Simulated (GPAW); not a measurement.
Set up this calculation in GPAW 26.7.0, as an ASE script.

- Task: single point
- Functional: LDA
- Potentials or basis: the program's PAW data sets (release 1.2.1) made for this functional
- Cutoff: 800 eV
- Basis: pw
- k mesh: 11 × 11 × 11
- Occupations: gaussian, width 0.05 eV
- Spin: no spin polarisation
- Maxiter: 150

The structure of Li lies in POSCAR:

```
Li
1.0
   -1.7546500000      1.7546500000      1.7546500000
    1.7546500000     -1.7546500000      1.7546500000
    1.7546500000      1.7546500000     -1.7546500000
Li
1
Direct
    0.0000000000      0.0000000000      0.0000000000
```

These files were run (other wordings do the same):

run.py

```python
from ase.dft.bandgap import bandgap
from ase.io import read, write
from ase.units import GPa
from gpaw import GPAW, PW

atoms = read('POSCAR')

calc = GPAW(mode=PW(800),
            xc='LDA',
            kpts={'size': (11, 11, 11), 'gamma': True},
            occupations={'name': 'methfessel-paxton', 'order': 0, 'width': 0.05},
            nbands=6,
            convergence={'density': 1e-05, 'energy': 1e-05},
            maxiter=150,
            txt='gpaw.txt')
atoms.calc = calc
energy = atoms.get_potential_energy()
forces = atoms.get_forces()
stress = atoms.get_stress()
calc.write('gs.gpw')
write('result.traj', atoms)
print(f'Energy: {energy:.6f} eV')
print('Forces (eV/A):')
print(forces.round(4))
print('Stress (GPa):', (stress / GPa).round(3))
print('Fermi level:', round(calc.get_fermi_level(), 4), 'eV')
print(f'Gap: {bandgap(calc)[0]:.4f} eV, direct: {bandgap(calc, direct=True)[0]:.4f} eV')
```

Potentials or basis: the program's PAW data sets (release 1.2.1) made for this functional, pw.

The run is started by

```console
$ OMP_NUM_THREADS=1 python run.py
```

Results of the run:

* Pressure: -1.5 GPa
* Band gap on the k mesh: none (metal or under the smearing width)

Wall time 4.1 s on 1 thread of Arm Neoverse V1, on a shared host, peak memory 0.13 GiB.
